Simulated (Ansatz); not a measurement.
# Co (bcc)

Level of theory: DFT, PBE, scalar-relativistic, collinear spin; plane waves to 420 eV with PAW datasets (Ansatz 0.2.0), Γ-centred 20×20×20 mesh, 0.05 eV Gaussian smearing; PAW files: Ansatz's generated set soft_2.

```cif
data_structure
_symmetry_space_group_name_H-M 'P 1'
_symmetry_Int_Tables_number 1
_cell_length_a 2.4331
_cell_length_b 2.4331
_cell_length_c 2.4331
_cell_angle_alpha 109.471
_cell_angle_beta 109.471
_cell_angle_gamma 109.471
_cell_volume 11.09
loop_
_atom_site_label
_atom_site_type_symbol
_atom_site_fract_x
_atom_site_fract_y
_atom_site_fract_z
_atom_site_occupancy
Co1 Co 0.00000 0.00000 0.00000 1
```

At room temperature and ambient pressure Co is hcp.

Magnetic state: ferromagnetic, site spin moments Co 1.81 μB.

The cell is relaxed to zero pressure at this level.

Path: Γ–H–N–Γ–P–H | P–N, with Γ = (0.000, 0.000, 0.000), H = (0.500, -0.500, 0.500), N = (0.000, 0.000, 0.500), P = (0.250, 0.250, 0.250) in reciprocal vectors of the calculation's cell.

Levels between -3 and 5 eV from the Fermi level at the path's named points:
```tsv
point	spin	below E_F (eV)	above E_F (eV)
Γ	up	-2.00 -2.00	
Γ	down	-1.51 -1.51 -1.51	0.35 0.35
H	up	-0.86 -0.86 -0.86	
H	down		0.91 0.91 0.91
N	up	-1.93 -1.83 -0.61 -0.21	
N	down	-2.65 -0.23	0.21 0.57 1.18
P	up	-1.80 -1.80	
P	down	-2.78 -2.78 -2.78	0.61 0.61
```

By these bands, is it a metal or an insulator, and if it has a gap, where are the band edges on this path?

A metal: bands cross the Fermi level.

Site moments are of spin, integrated over atomic spheres.
